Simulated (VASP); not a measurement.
Input of a VASP 6.6.1 run:

Contents of INCAR:

```
  PREC = Accurate
  ENCUT = 520
  EDIFF = 1E-6
  ISMEAR = -1
  SIGMA = 0.05
  LREAL = False
  LASPH = True
  NELM = 60
  ALGO = Normal
  ISIF = 2
  LWAVE = False
  LCHARG = True
  GGA = RE
  IVDW = 13
  LELF = True
  LVHAR = True
  NBANDS = 16
```

Contents of KPOINTS:

```
Automatic mesh
0
Gamma
  8 8 8
```

The input POSCAR:

```
GaSb
1.0
    0.0000000000      3.0992546163      3.0992546163
    3.0992546163      0.0000000000      3.0992546163
    3.0992546163      3.0992546163      0.0000000000
Sb Ga
1 1
Direct
    0.7500000000      0.7500000000      0.7500000000
    0.0000000000      0.0000000000      0.0000000000
```

Potentials or basis: VASP PAW PBE potentials, release 64 (Sb, Ga_d).

Run with:

```console
$ cat potpaw_PBE.64/Sb/POTCAR potpaw_PBE.64/Ga_d/POTCAR > POTCAR
$ mpirun -np 1 vasp_std > vasp.out
```

Question: Predict the dispersion energy per atom.

Answer: -0.633 eV.

Question: What does it give for the band gap on the k mesh?

Answer: Zero (filled and empty bands touch).

Question: Estimate the pressure.

Answer: -2.3 GPa.

Caveat: the PAW data sets were made with another functional, which shifts forces and pressure a little; spin-orbit coupling is left out, which moves the levels of the heavy elements; pairwise dispersion overbinds metals, which lowers pressure and volume.

**The experiment to reproduce.**

A printed reference work, data compilation reports, for a bulk crystal of GaSb at 4.2 K: band gap 0.811 eV (direct).

A measured gap of GaSb is 0.811 eV (direct; 4.2 K; a printed reference work, data compilation); the calculated 0.00 eV misses it by -0.81 eV. Spin-orbit coupling on Ga, Sb is left out. The value is that of revPBE+D4 on a finite k mesh, which can miss the band edges, without temperature or zero-point motion. Semilocal functionals fall short of measured gaps as a rule.
